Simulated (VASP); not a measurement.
Write the native input for VASP 6.6.1 that does the following.

```yaml
Task: single point
Functional: RPBE
Potentials_or_basis: VASP PAW PBE potentials, release 64 (Ga_d, Se)
Cutoff: 520 eV
k_mesh: 5 × 5 × 5
Occupations: fermi-dirac, width 0.1 eV
Spin: no spin polarisation
Dipole_correction: no
Further_INCAR_settings: ALGO = Normal; EDIFF = 1e-06; NBANDS = 30
```

The structure of Ga3Se lies in POSCAR:

```
Ga3Se
1.0
    4.4324600000      0.0000000000      0.0000000000
    0.0000000000      4.4324600000      0.0000000000
    0.0000000000      0.0000000000      4.4324600000
Ga Se
3 1
Direct
    0.0000000000      0.5000000000      0.5000000000
    0.5000000000      0.0000000000      0.5000000000
    0.5000000000      0.5000000000      0.0000000000
    0.0000000000      0.0000000000      0.0000000000
```

The cell comes from a database or a generator and needn't be the stable form of this composition.

The input as run:

INCAR

```
PREC = Accurate ; ENCUT = 520
EDIFF = 1E-6 ; ISMEAR = -1
SIGMA = 0.1 ; LREAL = F
LASPH = T ; NELM = 100
ALGO = Normal ; ISIF = 2
LWAVE = F ; LCHARG = F
GGA = RP ; NBANDS = 30
```

KPOINTS

```
Automatic mesh
0
Gamma
  5 5 5
```

Potentials or basis: VASP PAW PBE potentials, release 64 (Ga_d, Se).

The run is started by

```sh
$ cat potpaw_PBE.64/Ga_d/POTCAR potpaw_PBE.64/Se/POTCAR > POTCAR
$ mpirun -np 1 vasp_std > vasp.out
```

Results of the run:

```yaml
Pressure: 1.5 GPa
Band_gap_on_the_k_mesh: none (metal or under the smearing width)
```

Caveat: the PAW data sets were made with another functional, which shifts forces and pressure a little.

It took 15 s on 1 thread of Intel(R) Xeon(R) Platinum 8488C (Sapphire Rapids), with other jobs on the host, peak memory 0.2 GiB.
